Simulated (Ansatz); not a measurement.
The system is C.

```
C
1.0
     0.00000    1.78337    1.78337
     1.78337    0.00000    1.78337
     1.78337    1.78337    0.00000
C
2
Direct
  0.75000 0.75000 0.75000
  0.50000 0.50000 0.50000
```

This isn't the form of C at room conditions, which is graphite.

| Quantity | Value |
| --- | --- |
| Program | Ansatz 0.2.0 |
| Task | relaxation of cell and atoms |
| Functional | LDA |
| Potentials or basis | Ansatz PAW |
| Cutoff | 420 eV (not typed: the program's choice for these potentials) |
| k mesh | 13 × 13 × 13 |
| Occupations | fermi-dirac, width 0.05 eV |
| Spin | no spin polarisation |

At the start: volume 5.67 Å³/atom.

How do energy, volume and symmetry change on relaxing?

It ends after 7 steps and the volume is 5.51 Å³/atom (-2.9 %); space group Fd-3m (No. 227, to 0.05 Å).

Step by step:
```
step  energy change (eV)  largest force (eV/Å)  volume (Å³)
   1              0.0000                0.0000        11.34
   2             -0.0132                0.0000        11.14
   3             -0.0162                0.0000        11.02
   4             -0.0162                0.0000        11.02
   5             -0.0138                0.0000        11.02
   6             -0.0138                0.0000        11.01
   7             -0.0138                0.0000        11.01
```

Final structure:
```
C
1.0
     0.00000    1.76587    1.76587
     1.76587    0.00000    1.76587
     1.76587    1.76587    0.00000
C
2
Cartesian
  2.6488 2.6488 2.6488
  1.7659 1.7659 1.7659
```

The cell as given is a measured one (5.67 Å³/atom); LDA puts the equilibrium volume -2.9 % from it, thermal expansion not counted.

Caveat: the plane-wave basis is chosen anew once the cell has moved, so the energies of steps on either side of that aren't comparable; the pressure holds a Pulay correction of +1.3 GPa for the finite cutoff; the PAW data sets come from PBE, with cores solved anew for the run's functional, which leaves a small shift of forces and pressure.
